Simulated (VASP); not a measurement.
The system is Br.

```
Br
1.0
     3.36325   -2.32255    0.00000
     3.36325    2.32255    0.00000
     0.00000    0.00000    8.70230
Br
4
Direct
  0.36510 0.63490 0.39010
  0.13490 0.86510 0.89010
  0.63490 0.36510 0.60990
  0.86510 0.13490 0.10990
```

| Property | Result |
| --- | --- |
| Program | VASP 6.6.1 |
| Task | single point |
| Functional | PBEsol |
| Potentials or basis | VASP PAW PBE potentials, release 64 (Br) |
| Cutoff | 520 eV |
| k mesh | 7 × 7 × 3 |
| Occupations | fermi-dirac, width 0.05 eV |
| Spin | no spin polarisation |

On this cell: pressure 0.2 GPa; largest force 0.749 eV/Å; band gap on the k mesh 1.84 eV, indirect (least direct gap 1.86 eV).

The same run follows on a disturbed copy (atoms moved at random, drawn with an rms of 0.05 Å):

```xyz
4
Lattice="3.3632 -2.3226 0.0000 3.3632 2.3226 0.0000 0.0000 0.0000 8.7023" Properties=species:S:1:pos:R:3 pbc="T T T"
Br    3.3857    0.6560    3.3552
Br    3.3759    1.6889    7.7164
Br    3.2985   -0.6329    5.3389
Br    3.3365   -1.7013    0.8863
```

What changes?

The energy moves by +4.7 meV/atom; pressure -0.3 GPa; largest force 1.285 eV/Å; band gap on the k mesh 1.65 eV, indirect (least direct gap 1.71 eV).

Forces on the atoms (eV/Å):
```
Br  -0.060 -0.156  0.119
Br  -0.024 -0.592 -1.118
Br   0.069  0.163 -0.146
Br   0.015  0.585  1.145
```

Stress tensor (GPa, compression positive):
```
 0.06 -0.05  0.00
-0.05 -0.92  1.94
 0.00  1.94 -0.09
```

Caveats: the PAW data sets were made with another functional, which shifts forces and pressure a little; an odd mesh through Γ misses points on the zone boundary, where band edges often lie.
